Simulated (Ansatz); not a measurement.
The elements of this relaxed trial crystal are hidden behind letters.

```
lattice vectors (Å)
   3.2518    0.0000    0.0000
   0.0000    3.2518    0.0000
   0.0000    0.0000   13.0465
fractional positions
X 0.0000 0.0000 0.6434
X 0.5000 0.5000 0.8224
X 0.0000 0.0000 0.0000
X 0.5000 0.5000 0.1776
X 0.0000 0.0000 0.3566
Z 0.5000 0.5000 0.5000
```

These are results of Ansatz, DFT PBE, scalar-relativistic, plane waves, PAW, not measurements. Settings of the last relaxation (6-atom cell): 420 eV, 12×12×4 k points, Gaussian smearing of 0.10 eV, no spin polarisation.

```
Space group                                : P4/mmm (No. 123)
Conventional cell                          : a = 3.252 Å, c = 13.047 Å
Volume per atom                            : 22.99 Å³
Density                                    : 3.03 g/cm³
Energy over the elements                   : −0.13 eV/atom
Gap on the 12×12×4 mesh of the 6-atom cell : 0 eV (a metal)
```

Energies are uncorrected and count from the elements' standard states at the same level.

**Question.** X is a d-block element of period 4 and Z is a p-block element of period 3. Which elements are they?

**Answer.** X = Sc, Z = Al, so the formula is Sc5Al. Density times volume gives a mean mass of 3.03 × 22.99/1.6605 = 42.0 u per atom, and this set has 42.0 u. Among the elements that the hints allow, noble gases aside, only these give it. Sc on a site of symmetry 4mm is surrounded by 4 Al at 2.96 Å, 8 Sc at 3.25–3.28 Å and 1 Sc at 3.74 Å; Sc on a second site of symmetry 4mm has 12 Sc at 3.25–3.28 Å; around Al lie 8 Sc at 2.96 Å and 4 Al at 3.25 Å; 1 more site not described.

A later test with randomly moved atoms came back to the same energy, though modes that don't fit the test's cell weren't probed.
